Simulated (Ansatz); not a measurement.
Property card for NaI

Computed with Ansatz 0.2.0, DFT PBE, scalar-relativistic, plane waves, PAW.

Plane waves to 420 eV, a k mesh through Γ of 6×6×6 on the computed 2-atom cell and Gaussian smearing (0.02 eV); no spin polarisation.

The structure is relaxed at this level of theory with its symmetry kept.

The structure is cubic, space group Fm-3m (No. 225). The conventional cell has a = 6.528 Å, b = 6.528 Å, c = 6.528 Å, α = 90.00°, β = 90.00°, γ = 90.00°. Na (site symmetry m-3m) has 6 I at 3.26 Å as nearest neighbours. I (site symmetry m-3m) is surrounded by 6 Na at 3.26 Å.

```
Volume per atom                                                                                                                             : 234.7 bohr³
Formation energy from the elements' standard states (uncorrected)                                                                           : -1.280 eV/atom
Kohn–Sham band gap                                                                                                                          : 3.58 eV, direct at Γ
Löwdin character of the top 1 eV of the valence band                                                                                        : I 5p 98 %
Löwdin character of the lowest 1 eV of the conduction band                                                                                  : Na 3s 73 %, I 5s 15 %, I 5p 9 %
Electron masses at the edge by Cartesian direction of the standard setting (m_e; degenerate bands sorted by energy; no spin-orbit coupling) : x: 0.27; y: 0.27; z: 0.27
Hole masses at the edge by Cartesian direction of the standard setting (m_e; degenerate bands sorted by energy; no spin-orbit coupling)     : x: 1.7, 1.7, 0.39; y: 1.7, 1.7, 0.39; z: 1.7, 1.7, 0.39
Bulk modulus                                                                                                                                : 15.1 GPa
Its pressure derivative                                                                                                                     : 4.7
Bader charges (e)                                                                                                                           : Na (1 in the cell) 0.86, I (1 in the cell) -0.86
```

Spin-orbit coupling is left out, which matters for the bands of heavy elements.